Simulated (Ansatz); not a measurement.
Input and command of a plane-wave DFT calculation in Ansatz:

```yaml
crystal:
  lattice:
    - [2.4558907252, 0.0767465852, 0.0]
    - [-1.1614808702, 2.0884904644, 0.0]
    - [0.0, 0.0, 7.0497855834]
  atoms:
    - { symbol: C, position: [0.0, 0.0, 0.0025] }
    - { symbol: C, position: [0.0, 0.0, 0.5025] }
    - { symbol: C, position: [0.3333333333, 0.6666666667, 0.0025] }
    - { symbol: C, position: [0.6666666667, 0.3333333333, 0.5025] }
basis:
  ecutwfc: 500
kpoints:
  mp_grid: { grid: [24, 24, 8] }
hamiltonian:
  xc: r2scan
scf:
  occupations: { method: gaussian, width: 0.15 }
output:
  forces: true
  stress: true
  eigenvalues: true
```

```bash
ansatz run input.yaml --threads 1 --pin off --max-ram 2560MiB --backend cpu --events-out ev --progress --plain --runs-dir out
```

Processor: Intel(R) Xeon(R) Processor @ 2.70GHz, 1 thread, on a host shared with other jobs.

**Question.** How long does it run, and how much memory does it take?

**Answer.** About 52 s on 1 thread of Intel(R) Xeon(R) Processor @ 2.70GHz, with other jobs on the host, peak memory 1 GiB. It solves 12 bands at 1450 k points (the mesh reduced by symmetry) with about 959 plane waves, in 7 SCF iterations.
